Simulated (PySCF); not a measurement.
**Field gradients at the hydrogen positions**

Compound: propylamine, C₃H₉N.
Cartesian coordinates in Å at the GFN2-xTB, dihedral held level; atoms count from 1:
```
atom  x, y, z in Å
C1     1.6981    0.1917    0.5012
C2     0.4608    0.2030   -0.3866
C3    -0.7686   -0.3313    0.3442
N4    -1.9239   -0.3022   -0.5397
H5     2.5559    0.5866   -0.0377
H6     1.5389    0.8021    1.3881
H7     1.9292   -0.8219    0.8215
H8     0.6288   -0.4058   -1.2760
H9     0.2577    1.2249   -0.7174
H10   -0.9172    0.2518    1.2709
H11   -0.5997   -1.3732    0.6315
H12   -2.1215    0.6526   -0.8222
H13   -2.7448   -0.6586   -0.0627
```

Level: PBE0/pcSseg-1 (PySCF, non-relativistic); Q(2H) = 0.00286 b; rigid geometry, the same for H and D, with no vibrational averaging.

Task: Rank these positions by the coupling χzz of a deuteron there, largest first.
A. H7 (methyl hydrogen)
B. H10 (methylene hydrogen)
C. H11 (methylene hydrogen)
D. H13 (N–H hydrogen)
E. H9 (methylene hydrogen)

Result: D (270 kHz), A (212 kHz), E (204 kHz), C (200 kHz), B (187 kHz).

Task: What are Vzz, η and χzz (234.96 MHz × Q × Vzz) at all hydrogens?

Result: 
```json
{"atom": "H5", "bonded to": "C1", "bond length (Å)": "1.087", "Vzz (au)": "0.3172", "η": "0.01", "χzz (kHz)": "213"}
{"atom": "H6", "bonded to": "C1", "bond length (Å)": "1.088", "Vzz (au)": "0.3142", "η": "0.02", "χzz (kHz)": "211"}
{"atom": "H7", "bonded to": "C1", "bond length (Å)": "1.088", "Vzz (au)": "0.3151", "η": "0.02", "χzz (kHz)": "212"}
{"atom": "H8", "bonded to": "C2", "bond length (Å)": "1.091", "Vzz (au)": "0.3055", "η": "0.00", "χzz (kHz)": "205"}
{"atom": "H9", "bonded to": "C2", "bond length (Å)": "1.093", "Vzz (au)": "0.3032", "η": "0.03", "χzz (kHz)": "204"}
{"atom": "H10", "bonded to": "C3", "bond length (Å)": "1.105", "Vzz (au)": "0.2789", "η": "0.04", "χzz (kHz)": "187"}
{"atom": "H11", "bonded to": "C3", "bond length (Å)": "1.094", "Vzz (au)": "0.2971", "η": "0.05", "χzz (kHz)": "200"}
{"atom": "H12", "bonded to": "N4", "bond length (Å)": "1.015", "Vzz (au)": "0.3987", "η": "0.17", "χzz (kHz)": "268"}
{"atom": "H13", "bonded to": "N4", "bond length (Å)": "1.014", "Vzz (au)": "0.4020", "η": "0.17", "χzz (kHz)": "270"}
```

Task: Average by the element that carries the hydrogen.

Result: on C: 205 kHz over 7 positions, mean bond length 1.092 Å; on N: 269 kHz over 2 positions, mean bond length 1.015 Å.

Task: How does χzz go with the bond length over the 7 C–H bonds?

Result: A straight-line fit has a slope of -14.5 kHz for each 0.01 Å, with a correlation coefficient of -0.99, over lengths from 1.087 to 1.105 Å. The longer bonds have the smaller couplings here.

Task: Give the 2H NMR doublet splittings at H12 for a magnetic field along the z, y and x axes of the gradient: 3χ/2, 3χ(1 + η)/4, 3χ(1 − η)/4.

Result: With |χ| = 267.9 kHz and η = 0.170: 402, 235 and 167 kHz, to first order and without motion.

The geometry is a constrained GFN2-xTB structure with the dihedral C1–C2–C3–N4 held at 180°, isolated molecule; it need not be a minimum. GFN2-xTB bond lengths can be off by several hundredths of an ångström, more for odd bonds, and the gradients follow them. The small basis limits the accuracy of the gradients.
